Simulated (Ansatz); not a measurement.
AlCu$_{3}$ under pressure: fit and missing row

AlCu$_{3}$, Pmmn, a = 4.188 Å, b = 5.130 Å, c = 4.485 Å. The structure is a Materials Project entry; whether it is the stable form wasn't checked. Ansatz: r2SCAN, PAW, 500 eV, Γ-centred 8×8×8 mesh on 8 atoms, Gaussian smearing 0.10 eV; no spin polarisation. Cell and atoms are relaxed at each pressure, and no other structure is tried, so the rows at high pressure may lie past a change of phase.

| V (Å³/atom) | P (GPa) |
| --- | --- |
| 11.102 | 14.98 |
| ? | 7.99 |
| 11.819 | 3.02 |
| 12.045 | 0.01 |
| 12.300 | -3.00 |

Q: Take V0 = 12.045 Å³/atom, count pressures from its P0 = 0.01 GPa, fit the third-order Birch–Murnaghan form to the other rows, and predict the missing volume.

A: With the Eulerian strain f = ½[(V0/V)^(2/3) − 1] and y = (P − P0)/[3f(1 + 2f)^(5/2)], the form is the line y = B0 + 1.5 B0 (B0′ − 4) f. Rows (f, y): 0.02793, 156.0; 0.00635, 153.1; -0.00693, 149.9. Means f = 0.009117, y = 153.00; Σ(Δf)² = 0.0006191, ΣΔfΔy = 0.1059; the slope is their ratio. y = 151.4 + 171.1 f GPa, so B0 = 151.4 GPa and B0′ = 4 + 2 × (171.1)/(3 × 151.4) = 4.75. P = 7.99 GPa is met at f = 0.01595 (y = 154.13), so V = V0 (1 + 2f)^(−3/2) = 11.491 Å³/atom. The run gave 11.491 Å³/atom, the same to the digits shown.